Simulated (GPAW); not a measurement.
ZnSe (Stilleite):

```
Se Zn
1.0
     0.00000    2.83380    2.83380
     2.83380    0.00000    2.83380
     2.83380    2.83380    0.00000
Se Zn
1 1
Cartesian
  1.4169 1.4169 1.4169
  0.0000 0.0000 0.0000
```

Base run:

* Program: GPAW 26.7.0
* Functional: PBE
* Potentials or basis: GPAW PAW data sets (gpaw-data 1.2.1)
* Basis: lcao:dzp
* Grid spacing: 0.16 Å
* k mesh: 7 × 7 × 7
* Occupations: fermi-dirac, width 0.05 eV
* Spin: no spin polarisation

Its results: band gap on the k mesh 1.32 eV, direct.

Q: The run is repeated on the same cell with these changes: basis from lcao:dzp to pw; spin from no spin polarisation to spin-orbit coupling, no magnetisation. What comes out?

A: Band gap on the k mesh 1.16 eV, direct.

Several settings changed at once, so the effect can't be laid on one alone.

Caveats: the basis of atomic orbitals isn't converged, which shifts pressures, moduli and gaps (some runs); spin-orbit coupling was added after a scalar SCF, so levels and gaps hold it while energy, forces, pressure and moments don't (some runs); this program's spin-orbit splittings come out too wide for heavy elements (some runs).

Not every run made on this cell is shown here.
